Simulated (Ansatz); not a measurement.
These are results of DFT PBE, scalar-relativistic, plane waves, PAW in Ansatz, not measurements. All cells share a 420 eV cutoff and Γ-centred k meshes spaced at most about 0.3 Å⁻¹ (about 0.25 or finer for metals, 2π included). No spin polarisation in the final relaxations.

All energies are static (0 K, no zero-point motion).

Two forms of Au were relaxed alike.

A.

Space group Pm-3m (No. 221). a = 2.748 Å, b = 2.748 Å, c = 2.748 Å, α = 90.00°, β = 90.00°, γ = 90.00°
```tsv
atom	site	symmetry	x	y	z
Au	1b	m-3m	0.5000	0.5000	0.5000
```

B.

Space group Im-3m (No. 229). a = 3.303 Å, b = 3.303 Å, c = 3.303 Å, α = 90.00°, β = 90.00°, γ = 90.00°
| atom | site | symmetry | x | y | z |
| --- | --- | --- | --- | --- | --- |
| Au | 2a | m-3m | 0.0000 | 0.0000 | 0.0000 |

Question: Which would you expect to be lower, and how large is the difference?

Answer: B is lower, by 180 meV/atom. A has the simple cubic type, space group Pm-3m (No. 221), 20.8 Å³/atom and no gap on its mesh; B has the bcc type, space group Im-3m (No. 229), 18.0 Å³/atom and no gap. Counting all near atoms (those within 1.25 times the shortest distance at each site; a plus sign parts nearer from farther groups), A has Au 6 and B has Au 8+6. The denser one is the lower, and pressure would at first widen the difference. One comes from a distorted database cell, the other from an invented guess. The part of the Crystallography Open Database at hand lists Au in space groups No. 194, 225; no cell shown has one of them.

These runs have no spin–orbit coupling, which can matter for Au. Cells relaxed within their symmetry can be saddle points.
